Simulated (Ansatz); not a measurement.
Runs of Ansatz 0.2.0 on PtSe2 (Sudovikovite). The structure is trigonal, space group P-3m1 (No. 164). The conventional cell has a = 3.724 Å, b = 3.724 Å, c = 5.062 Å, α = 90.00°, β = 90.00°, γ = 120.00°. Pt (site symmetry -3m) is surrounded by 6 Se at 2.49 Å. Se (site symmetry 3m) is surrounded by 3 Pt at 2.49 Å. 

```tsv
task	level	spin	cell	k mesh	smearing	points for each segment of the path	gap on the mesh (eV)	pressure (GPa)	relaxed volume (Å³/atom)	largest force (eV/Å)
single point	PBE	off	as given	8 × 8 × 5	gaussian 0.011 eV	-	none	7.3	-	0.57
band structure	PBE	off	as given	8 × 8 × 5	fermi-dirac 0.05 eV	14	none	7.3	-	0.59
band structure	PBE	SOC, no magnetisation	as given	6 × 6 × 4	fermi-dirac 0.05 eV	14	none	7.4	-	0.59
relaxation of cell and atoms	LDA	off	relaxed	8 × 8 × 5	fermi-dirac 0.05 eV	-	-	0.0	19.22	0.01
relaxation of cell and atoms	PBE	off	relaxed	8 × 8 × 5	fermi-dirac 0.05 eV	-	(a)	0.0	(b)	-
```

Alike in all rows: potentials or basis Ansatz PAW; cutoff (eV) 420.

Problem. Estimate the missing entries.

Solution. (a) 0.90; (b) 26.62.

Caveats: spin-orbit coupling is left out, which moves the levels of the heavy elements (some runs); the plane-wave basis is chosen anew once the cell has moved, so the energies of steps on either side of that aren't comparable (some runs); the PAW data sets come from PBE, with cores solved anew for the run's functional, which leaves a small shift of forces and pressure (some runs); the volume moved by over 15 % at a fixed basis, so the end points are rough (some runs); odd divisions of the mesh miss points on the zone boundary, where band edges often lie, so the gap on the mesh can be too wide (some runs); this functional lacks dispersion, which binds the layers, so the pressure and a relaxed spacing across them are unreliable, and here the layers came unbound (some runs); the volume moved by +31 % from the deposited cell, more than functionals usually miss (some runs).

A k mesh can miss the band edges, and rows without SOC leave out spin-orbit coupling on Pt, Se.

A gap of «none» marks a metal or a gap under the smearing width.
